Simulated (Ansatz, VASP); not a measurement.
Two plane-wave programs on BN

The input INCAR:

```
SYSTEM = BN
  PREC = Accurate
  ENCUT = 520
  EDIFF = 1E-6
  ISMEAR = 0
  SIGMA = 0.05
  LREAL = .False.
  LASPH = .True.
  NELM = 100
  ALGO = Normal
  ISIF = 2
  LWAVE = .False.
  LCHARG = .False.
  GGA = PE
  NBANDS = 16
```

Contents of KPOINTS:

```
Automatic mesh
0
Gamma
  12 12 4
  0 0 0
```

The input POSCAR:

```
BN
1.0
    2.2943082580      0.0000000000      0.0000000000
   -1.1471541290      1.9869292355      0.0000000000
    0.0000000000      0.0000000000      7.9344112779
B N
2 2
Direct
    0.3333333333      0.6666666667      0.2500000000
    0.6666666667      0.3333333333      0.7500000000
    0.3333333333      0.6666666667      0.7500000000
    0.6666666667      0.3333333333      0.2500000000
```

Input for Ansatz:

```yaml
crystal:
  lattice:
    - [2.294308258, 0.0, 0.0]
    - [-1.147154129, 1.9869292355, 0.0]
    - [0.0, 0.0, 7.9344112779]
  atoms:
    - { symbol: B, position: [0.3333333333, 0.6666666667, 0.25] }
    - { symbol: B, position: [0.6666666667, 0.3333333333, 0.75] }
    - { symbol: "N", position: [0.3333333333, 0.6666666667, 0.75] }
    - { symbol: "N", position: [0.6666666667, 0.3333333333, 0.25] }
basis:
  ecutwfc: 420
kpoints:
  mp_grid: { grid: [12, 12, 4] }
hamiltonian:
  xc: pbe
scf:
  occupations: { method: gaussian, width: 0.05 }
output:
  forces: true
  stress: true
  eigenvalues: true
```

Alike in both runs: task single point; functional PBE; k mesh 12 × 12 × 4; occupations gaussian, width 0.05 eV; no spin polarisation.

|  | VASP | Ansatz |
| --- | --- | --- |
| version | VASP 6.6.1 | Ansatz 0.2.0 |
| potentials or method | VASP PAW PBE potentials, release 64 (B, N) | scalar-relativistic, plane waves, PAW |
| plane-wave cutoff (eV) | 520 | 420 |
| valence electrons in the cell | 16 | 16 |

|  | VASP | Ansatz | Ansatz less VASP |
| --- | --- | --- | --- |
| gap on the k mesh at the Fermi level (eV) | 4.14 | 4.15 | +0.013 |
| least direct gap on the mesh (eV) | 5.07 | 5.09 | +0.017 |

 A k mesh can miss the band edges. PBE gaps usually lie below the measured ones, often by a third to a half.
